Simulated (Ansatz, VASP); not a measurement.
Two plane-wave programs on ZnSe (Stilleite)

```
Se Zn
1.0
     0.00000    2.83380    2.83380
     2.83380    0.00000    2.83380
     2.83380    2.83380    0.00000
Se Zn
1 1
Direct
  0.75000 0.75000 0.75000
  0.00000 0.00000 0.00000
```

Alike in both runs: task single point; functional PBE; k mesh 8 × 8 × 8; occupations gaussian, width 0.029 eV; no spin polarisation.

|  | VASP | Ansatz |
| --- | --- | --- |
| version | VASP 6.6.1 | Ansatz 0.2.0 |
| potentials or method | VASP PAW PBE potentials, release 64 (Se, Zn) | Ansatz PAW |
| plane-wave cutoff (eV) | 520 | 420 |
| valence electrons in the cell | 18 | 28 |

|  | VASP | Ansatz | Ansatz less VASP |
| --- | --- | --- | --- |
| gap on the k mesh at the Fermi level (eV) | 1.29 | 1.29 | -0.002 |
| least direct gap on the mesh (eV) | 1.29 | 1.29 | -0.002 |
| pressure (GPa) | 2.3 | 2.1 | -0.24 |

With one functional, cell and mesh, what is left measures potentials, basis and numerics. The two sets of potentials don't hold the same shells in valence.
